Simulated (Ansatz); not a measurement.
# GaN: a line through an energy map, part 2 of 2

Aim: follow the energy of GaN (P6_3mc, No. 186; 8 atoms in the cell) along one coordinate, amplitude of mode 13 (501 cm⁻¹), with the other held at amplitude of mode 11 (302 cm⁻¹) = −0.06 Å.

Ansatz 0.2.0; DFT PBE, scalar-relativistic, plane waves, PAW.

## (9) The run at (−0.06 Å, 0.049 Å)

The COD entry's cell or inner coordinates are ideal or old and differ from later refinements, so a difference from it is no clean test against experiment.

input.yaml

```yaml
crystal:
  lattice:
    - [-3.2185392711, 0.0, 0.0]
    - [0.0, 0.0, -5.243377885]
    - [1.0e-10, -5.5746735437, 0.0]
  atoms:
    - { symbol: Ga, position: [0.5, 0.0068360133, 0.1767153687] }
    - { symbol: Ga, position: [0.0, -0.0013545212, 0.6566151906] }
    - { symbol: Ga, position: [0.0, 0.4986454788, 0.3433848094] }
    - { symbol: Ga, position: [0.5, 0.5068360133, 0.8232846313] }
    - { symbol: "N", position: [0.5, 0.6130142275, 0.1683567931] }
    - { symbol: "N", position: [0.0, 0.6165688217, 0.6649589581] }
    - { symbol: "N", position: [0.0, 0.1165688217, 0.3350410419] }
    - { symbol: "N", position: [0.5, 0.1130142275, 0.8316432069] }
basis:
  ecutwfc: 520.0
kpoints:
  mp_grid: { grid: [8, 6, 6] }
hamiltonian:
  xc: pbe
  pseudopotentials: { kind: paw, azcp: { folder: soft_1 } }
scf:
  occupations: { method: gaussian, width: 0.05 }
output:
  forces: true
  stress: true
  eigenvalues: true
```

The run is started by

```
$ ansatz run input.yaml --threads 4 --pin off --max-ram 8192MiB --backend cpu --events-out ev --progress --plain --runs-dir out
```

Log (excerpt; [...] marks lines left out):

```text
[...]
SCF converged after 10 iterations
Free energy (F): -16671.469017 eV
[...]
E sigma→0 (E₀):  -16671.469017 eV
Fermi energy:    10.143915 eV
[...]
--- Forces (eV/Å), atoms counted from 1 ---
  atom   1  Ga    -0.00000000     1.34148849     0.96934235
  atom   2  Ga     0.00000000    -1.46043506     0.16059097
  atom   3  Ga    -0.00000000     1.46043506     0.16059097
  atom   4  Ga     0.00000000    -1.34148849     0.96934235
  atom   5  N     -0.00000000     0.00446438    -0.51212408
  atom   6  N      0.00000000    -0.16057683    -0.61781765
  atom   7  N     -0.00000000     0.16057683    -0.61781765
  atom   8  N      0.00000000    -0.00446438    -0.51212408
[...]
--- Stress (GPa, compression-positive) ---
        2.380965      -0.000000       0.000000
       -0.000000       2.554572       0.000000
       -0.000000       0.000000      -2.282249
  P = ⅓ Tr σ = 0.8844 GPa (8.844 kbar)
--- Band table (eV; the first three rows and the last of 80) ---
[...]
```

It took 10 s on 4 threads of Intel Xeon Platinum 8488C (Sapphire Rapids), shared host; peak memory 0.67 GiB.

On the map this point reads 0.242 eV.

## (10) The run at (−0.06 Å, 0.073 Å)

input.yaml

```yaml
crystal:
  lattice:
    - [-3.2185392711, 0.0, 0.0]
    - [0.0, 0.0, -5.243377885]
    - [1.0e-10, -5.5746735437, 0.0]
  atoms:
    - { symbol: Ga, position: [0.5, 0.0077747067, 0.1767146752] }
    - { symbol: Ga, position: [0.0, -0.0004158278, 0.6566144971] }
    - { symbol: Ga, position: [0.0, 0.4995841722, 0.3433855029] }
    - { symbol: Ga, position: [0.5, 0.5077747067, 0.8232853248] }
    - { symbol: "N", position: [0.5, 0.6083416694, 0.1683523976] }
    - { symbol: "N", position: [0.0, 0.6118962637, 0.6649545626] }
    - { symbol: "N", position: [0.0, 0.1118962637, 0.3350454374] }
    - { symbol: "N", position: [0.5, 0.1083416694, 0.8316476024] }
basis:
  ecutwfc: 520.0
kpoints:
  mp_grid: { grid: [8, 6, 6] }
hamiltonian:
  xc: pbe
  pseudopotentials: { kind: paw, azcp: { folder: soft_1 } }
scf:
  occupations: { method: gaussian, width: 0.05 }
output:
  forces: true
  stress: true
  eigenvalues: true
  write_density: true
  write_potential: true
  elf: true
  volumetric_format: npy
```

The run is started by

```
$ ansatz run input.yaml --threads 4 --pin off --max-ram 8192MiB --backend cpu --events-out ev --progress --plain --runs-dir out
```

Log:

```text
[... 35 lines left out ...]
SCF 1 converged in 10 iterations: F = -16671.389959 eV  dr2 = 2.58e-8
SCF converged after 10 iterations
Free energy (F): -16671.389959 eV
Harris-Foulkes:  -16671.389959 eV  (|F-HF|=1.13e-8)
Internal energy: -16671.389959 eV  (E = F + TS)
E sigma→0 (E₀):  -16671.389959 eV
Fermi energy:    10.173874 eV
--- Per-component energies (eV) ---
  E_band       = -50.592765
  E_kinetic    = 959.122182
  E_local      = -5782.777374  (includes V_loc(G=0)·N_el)
  E_nonlocal   = -217.630249
  E_hartree    = 3629.400857
  E_xc         = -487.908926
  E_vxc        = -521.926495  (∫ρ·V_xc dr)
  E_paw        = -8499.170574  (= ΣΔE_a)
  E_vpaw       = -1746.184124  (= ΣTr[D̂ρ^β])
  E_aug_tail   = -0.000068  (compensation charges beyond the density's cutoff)
  E_ewald      = -6272.425807
  E_smearing   = -0.000000  (= −TS)
  E_closure    = 0.000000  (closes the sum)
  Σ components = -16671.389959   (vs F -16671.389959, Δ=0.00e0)
--- Forces (eV/Å), atoms counted from 1 ---
  atom   1  Ga    -0.00000000     1.38107294     1.13692782
  atom   2  Ga     0.00000000    -1.51364868     0.40630040
  atom   3  Ga    -0.00000000     1.51364868     0.40630040
  atom   4  Ga     0.00000000    -1.38107294     1.13692782
  atom   5  N     -0.00000000     0.01904040    -0.68220673
  atom   6  N      0.00000000    -0.18558074    -0.86102979
  atom   7  N     -0.00000000     0.18558074    -0.86102979
  atom   8  N      0.00000000    -0.01904040    -0.68220673
  max |Σ_I F_I| component: 1.66e-5 eV/Å
--- Stress (GPa, compression-positive) ---
        3.323407      -0.000000       0.000000
       -0.000000       3.545302       0.000000
        0.000000       0.000000      -3.139107
  P = ⅓ Tr σ = 1.2432 GPa (12.432 kbar)
--- Band table (eV; the first three rows and the last of 80) ---
  k-point 0: bands = ["-6.6642", "-6.0795", "-5.4654", "-5.4291", "-4.2649", "-4.2641", "-4.2409", "-4.2073", "-4.2032", "-4.1763", "-4.1296", "-4.0629", "-4.0484", "-4.0173", "-3.9914", "-3.9878", "-3.9800", "-3.9337", "-3.9102", "-3.8918", "-3.8768", "-2.7267", "-2.6380", "-2.1879", "2.6195", "2.8392", "3.8703", "5.4122", "6.4734", "7.4236", "7.7847", "8.2513", "8.5061", "9.1635", "9.1988", "9.3859", "10.9618", "13.1296", "14.1678", "14.6193", "15.3060", "17.5802", "18.2999", "18.9679"]
  k-point 1: bands = ["-6.6118", "-6.0845", "-5.4742", "-5.4217", "-4.2581", "-4.2553", "-4.2338", "-4.2015", "-4.1969", "-4.1575", "-4.1238", "-4.0679", "-4.0450", "-4.0170", "-4.0002", "-3.9980", "-3.9883", "-3.9408", "-3.9196", "-3.8963", "-3.8797", "-3.0449", "-2.6028", "-2.0801", "2.7080", "3.0581", "4.1758", "5.1594", "6.5627", "7.6871", "7.7648", "7.7702", "8.4503", "8.5242", "9.1339", "9.3277", "11.5452", "13.5713", "14.1724", "14.6272", "15.4800", "17.5217", "18.1345", "18.4856"]
  k-point 2: bands = ["-6.4845", "-6.1118", "-5.4917", "-5.4091", "-4.2353", "-4.2331", "-4.2202", "-4.1965", "-4.1696", "-4.1043", "-4.1022", "-4.0755", "-4.0409", "-4.0285", "-4.0264", "-4.0113", "-3.9986", "-3.9642", "-3.9362", "-3.9011", "-3.8851", "-3.5270", "-2.4831", "-2.1097", "2.9637", "3.5865", "4.5515", "5.2410", "6.5731", "6.8082", "7.4224", "7.5934", "8.2925", "8.4531", "8.9562", "9.1444", "12.4766", "13.9260", "14.4504", "14.7692", "15.9673", "17.2685", "17.5435", "18.0464"]
  k-point 79: bands = ["-5.9258", "-5.9258", "-5.3026", "-5.3026", "-4.1979", "-4.1979", "-4.1818", "-4.1818", "-4.0926", "-4.0926", "-4.0766", "-4.0766", "-3.9872", "-3.9872", "-3.9545", "-3.9545", "-3.9223", "-3.9223", "-3.8821", "-3.8821", "-2.5673", "-2.5673", "-2.4171", "-2.4171", "2.5388", "2.5388", "2.8854", "2.8854", "7.0828", "7.0828", "7.3600", "7.3600", "7.4289", "7.4289", "7.8573", "7.8573", "13.3638", "13.3638", "13.8778", "13.8778", "16.4301", "16.4301", "16.7988", "16.7988"]
```

Wall time 17 s (4 threads of Intel Xeon Platinum 8488C (Sapphire Rapids), shared host); peak memory 0.69 GiB.

Density in a lattice plane of the grid's cell (edges 5.24 and 5.57 Å, at 0.500 of the third edge), which holds Ga and N.

Ten even steps from ' ' (0.03 e/Å³) to '@' (35.35 e/Å³):
```
                                            
                    ..::..                  
                    ==%%**..                
                    ==@@**..                
                    ..::..                  
                                            
                                            
                                            
                                            
                                            
                                            
                                            
                                            
                                            
::..                                      ..
@@**..                                  ..==
@@**..                                  ..==
::..                                      ..
                                            
                                            
```
Columns run along the first of these edges and rows up along the second, over one cell in 22 and 20 even steps from the bottom left corner. Atoms in the plane (fractional): Ga at (0.01, 0.18), Ga at (0.51, 0.82), N at (0.61, 0.17), N at (0.11, 0.83).

ELF in the same plane.

Values, 12 rows by 12 columns:
```
0.81 0.75 0.77 0.73 0.24 0.17 0.09 0.16 0.21 0.12 0.09 0.45
0.76 0.19 0.48 0.83 0.27 0.07 0.07 0.05 0.23 0.10 0.09 0.54
0.79 0.72 0.75 0.75 0.25 0.14 0.04 0.11 0.20 0.09 0.08 0.47
0.54 0.65 0.59 0.41 0.19 0.20 0.21 0.19 0.14 0.07 0.06 0.25
0.15 0.17 0.13 0.08 0.06 0.09 0.12 0.10 0.06 0.03 0.04 0.09
0.05 0.04 0.03 0.02 0.02 0.04 0.05 0.04 0.03 0.02 0.02 0.04
0.12 0.10 0.06 0.03 0.03 0.09 0.15 0.17 0.13 0.08 0.06 0.09
0.21 0.19 0.14 0.07 0.06 0.25 0.54 0.65 0.59 0.41 0.20 0.20
0.03 0.11 0.19 0.09 0.07 0.47 0.78 0.72 0.75 0.75 0.28 0.14
0.10 0.04 0.20 0.09 0.08 0.54 0.75 0.19 0.49 0.82 0.30 0.07
0.09 0.16 0.20 0.12 0.08 0.45 0.80 0.75 0.77 0.73 0.27 0.17
0.36 0.57 0.63 0.38 0.15 0.21 0.36 0.57 0.64 0.38 0.15 0.21
```
Columns run along the first of these edges and rows up along the second, over one cell in 12 and 12 even steps from the bottom left corner. Atoms in the plane (fractional): Ga at (0.01, 0.18), Ga at (0.51, 0.82), N at (0.61, 0.17), N at (0.11, 0.83).

Both are smooth fields of the valence electrons: close to the nuclei they are not physical.

Outside the cores ELF peaks at 0.85 on the N–Ga line, 0.7 Å from N; 0.84 in the shell around N, 0.6 Å from N.

Energy on the map's scale: 0.321 eV.

## (11) Point (−0.06 Å, 0.098 Å)

input.yaml

```yaml
crystal:
  lattice:
    - [-3.2185392711, 0.0, 0.0]
    - [0.0, 0.0, -5.243377885]
    - [1.0e-10, -5.5746735437, 0.0]
  atoms:
    - { symbol: Ga, position: [0.5, 0.0087134001, 0.1767139817] }
    - { symbol: Ga, position: [0.0, 0.0005228656, 0.6566138036] }
    - { symbol: Ga, position: [0.0, 0.5005228656, 0.3433861964] }
    - { symbol: Ga, position: [0.5, 0.5087134001, 0.8232860183] }
    - { symbol: "N", position: [0.5, 0.6036691113, 0.1683480021] }
    - { symbol: "N", position: [0.0, 0.6072237056, 0.6649501671] }
    - { symbol: "N", position: [0.0, 0.1072237056, 0.3350498329] }
    - { symbol: "N", position: [0.5, 0.1036691113, 0.8316519979] }
basis:
  ecutwfc: 520.0
kpoints:
  mp_grid: { grid: [8, 6, 6] }
hamiltonian:
  xc: pbe
  pseudopotentials: { kind: paw, azcp: { folder: soft_1 } }
scf:
  occupations: { method: gaussian, width: 0.05 }
output:
  forces: true
  stress: true
  eigenvalues: true
```

The run is started by

```
$ ansatz run input.yaml --threads 4 --pin off --max-ram 8192MiB --backend cpu --events-out ev --progress --plain --runs-dir out
```

Log (excerpt; [...] marks lines left out):

```text
[...]
SCF converged after 9 iterations
Free energy (F): -16671.288907 eV
[...]
E sigma→0 (E₀):  -16671.288907 eV
Fermi energy:    10.201135 eV
[...]
--- Forces (eV/Å), atoms counted from 1 ---
  atom   1  Ga    -0.00000000     1.41969959     1.26907795
  atom   2  Ga     0.00000000    -1.56618615     0.60948843
  atom   3  Ga    -0.00000000     1.56618615     0.60948843
  atom   4  Ga     0.00000000    -1.41969959     1.26907795
  atom   5  N     -0.00000000     0.03467901    -0.81927112
  atom   6  N      0.00000000    -0.21246419    -1.05927990
  atom   7  N     -0.00000000     0.21246419    -1.05927990
  atom   8  N      0.00000000    -0.03467901    -0.81927112
[...]
--- Stress (GPa, compression-positive) ---
        4.262755      -0.000000       0.000000
       -0.000000       4.537208       0.000000
        0.000000       0.000000      -3.725609
  P = ⅓ Tr σ = 1.6915 GPa (16.915 kbar)
--- Band table (eV; the first three rows and the last of 80) ---
[...]
```

Run time: 11 s. Hardware: 4 threads of Intel Xeon Platinum 8488C (Sapphire Rapids), shared host; peak memory 0.67 GiB.

On the map this point reads 0.422 eV.

## (12) Changing settings: xc pbesol, ecutwfc left out

Edit input.yaml of step 11 so:

```diff
@@ -14,4 +14,2 @@
     - { symbol: "N", position: [0.5, 0.1036691113, 0.8316519979] }
-basis:
-  ecutwfc: 520.0
 kpoints:
@@ -19,3 +17,3 @@
 hamiltonian:
-  xc: pbe
+  xc: pbesol
   pseudopotentials: { kind: paw, azcp: { folder: soft_1 } }
@@ -25,3 +23,3 @@
   forces: true
+  eigenvalues: true
   stress: true
-  eigenvalues: true
```

The run is started by

```
$ ansatz run input.yaml --threads 4 --pin off --max-ram 8192MiB --backend cpu --events-out ev --progress --plain --runs-dir out
```

Log (excerpt; [...] marks lines left out):

```text
Warning: <dir> the record states the generating functional pbe (its physics header spells it `PBE`), which answers neither for hamiltonian.xc's functional nor for the pbesol family's — results may be inconsistent (PPs are generated against a specific XC)
[...]
Warning: RAYON_NUM_THREADS=4 ignored (pool sized by the plan → 4); use --threads N
[...]
[... 3 set-up lines as earlier in the session ...]
Functional definition: PBEsol
[...]
Crystal: 8 atoms, lattice volume = 94.078 Å³
Basis set: ecut = 420 eV, 1865 PW (Γ), exchange–correlation on 48×72×80 points (8 copies of the dense FFT grid, shifted against one another)
Bands: 44, of which v1, the nominal top of the filled ones, is band 36 counted from 1 (35 counted from 0)
[... 2 set-up lines as earlier in the session ...]
k-points: 80 of 288 (time reversal used)
[...]
SCF iter   9: F=-16490.931871 eV  HF=-16490.931871 eV  |F-HF|=2.43e-8  |Δ(HF+E_count)|=   3.58e-7  Δρ=9.25e-6  dr2=8.14e-8  ethr=1.39e-10  ⟨swp⟩=9.2  Hψ=18067  notcnv=0
[...]
SCF converged after 9 iterations
Free energy (F): -16490.931871 eV
[...]
E sigma→0 (E₀):  -16490.931871 eV
Fermi energy:    10.034148 eV
[...]
--- Forces (eV/Å), atoms counted from 1 ---
  atom   1  Ga    -0.00000000     1.38171303     1.23626671
  atom   2  Ga     0.00000000    -1.52642854     0.59386353
  atom   3  Ga    -0.00000000     1.52642854     0.59386353
  atom   4  Ga     0.00000000    -1.38171303     1.23626671
  atom   5  N     -0.00000000     0.01797286    -0.79877592
  atom   6  N      0.00000000    -0.19281566    -1.03132306
  atom   7  N     -0.00000000     0.19281566    -1.03132306
  atom   8  N      0.00000000    -0.01797286    -0.79877592
[...]
--- Stress (GPa, compression-positive) ---
       -1.845167      -0.000000      -0.000000
       -0.000000      -1.565035       0.000000
       -0.000000       0.000000      -9.083800
  P = ⅓ Tr σ = -4.1647 GPa (-41.647 kbar)
--- Band table (eV; the first three rows and the last of 80) ---
[...]
```

Wall time 8.2 s (4 threads of Intel Xeon Platinum 8488C (Sapphire Rapids), shared host); peak memory 0.59 GiB.

```
    run     ending   energy change  pressure (GPa)  gap (eV)  force (eV/Å)  cycles   time
step 11  converged               -             1.7      1.54          1.90       9   11 s
variant  converged  not comparable            -4.2      1.49          1.85       9  8.2 s
```

A change of functional puts the total energy on another scale; the pressure goes from 1.7 to -4.2 GPa, the gap on the mesh goes from 1.54 to 1.49 eV and the largest force goes from 1.90 to 1.85 eV/Å. The cutoff changed too.

## (13) What came out

The summary covers parts 1 to 2.

```
amplitude of mode 13 (501 cm⁻¹), largest displacement (Å)  step  energy (eV)  slope (eV per Å)  pressure (GPa)  band gap on the k-mesh (eV)  largest force on an atom (eV/Å)
                                                   −0.098     3        0.529              −8.2            1.83                        1.509                             2.71
                                                   −0.073     4        0.360              −5.7            1.18                        1.541                             2.21
                                                   −0.049     5        0.248              −3.5            0.76                        1.575                             1.82
                                                   −0.025     6        0.187              −1.6            0.55                        1.610                             1.56
                                                    0.000     7        0.169               0.1            0.52                        1.647                             1.43
                                                    0.025     8        0.190               1.5            0.64                        1.664                             1.51
                                                    0.049     9        0.242               2.7            0.88                        1.616                             1.66
                                                    0.073    10        0.321               3.7            1.24                        1.576                             1.79
                                                    0.098    11        0.422               4.5            1.69                        1.544                             1.90
```

Energies count from the relaxed high-symmetry cell. Slopes come from the forces (and the stress, where the cell changes), not from differences of energies.

```
                                                            run                                                                                           outcome
step 12, run with xc pbesol, ecutwfc left out (against step 11)  converged; the pressure goes from 1.7 to -4.2 GPa; the gap on the mesh goes from 1.54 to 1.49 eV
```

The lowest point of the line is at 0.000 Å, 0.169 eV from the zero. A fit to energies and slopes at the lowest point and its two neighbours puts the minimum at −0.0016 Å, with a curvature of about 63 eV per Å². The highest point computed, at −0.098 Å, lies 0.360 eV above the lowest. This is one cut through a surface in two coordinates; the map's lowest point lies off it.

The gaps are Kohn-Sham values of a semilocal functional, not quasiparticle or optical gaps. Such gaps usually fall short of the measured ones.
